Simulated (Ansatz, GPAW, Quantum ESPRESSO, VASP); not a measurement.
## HfC: 4 runs at one level of theory

```
CELL_PARAMETERS angstrom
0.00000 2.32500 2.32500
2.32500 0.00000 2.32500
2.32500 2.32500 0.00000
ATOMIC_POSITIONS crystal
Hf 0.50000 0.50000 0.50000
C 0.00000 0.00000 0.00000
```

Alike in all runs: task band structure; functional RPBE; k mesh 10 × 10 × 10; occupations fermi-dirac, width 0.05 eV; no spin polarisation; no spin-orbit coupling. Pressure is positive in compression and, in plane waves, holds the error of the finite cutoff.

```csv
program and potentials,plane-wave cutoff (eV),notes,pressure (GPa)
"Quantum ESPRESSO, SG15 PBE 1.2",1197,potentials made for PBE; 15 valence electrons an atom on average,6.83
"Ansatz, all-electron LAPW, scalar-relativistic",-,-,?
"VASP, PBE PAW files C, Hf_pv, 520 eV",520,potentials made for PBE; 7 valence electrons an atom on average,3.54
"GPAW, the program's PAW data sets (release 1.2.1) made for this functional",800,8 valence electrons an atom on average,5.72
```

Question: Estimate from the other rows what the run with Ansatz, all-electron LAPW, scalar-relativistic gave.

Answer: Pressure 4.31 GPa. The other rows, which needn't bracket it: pressure 3.54 to 6.83.
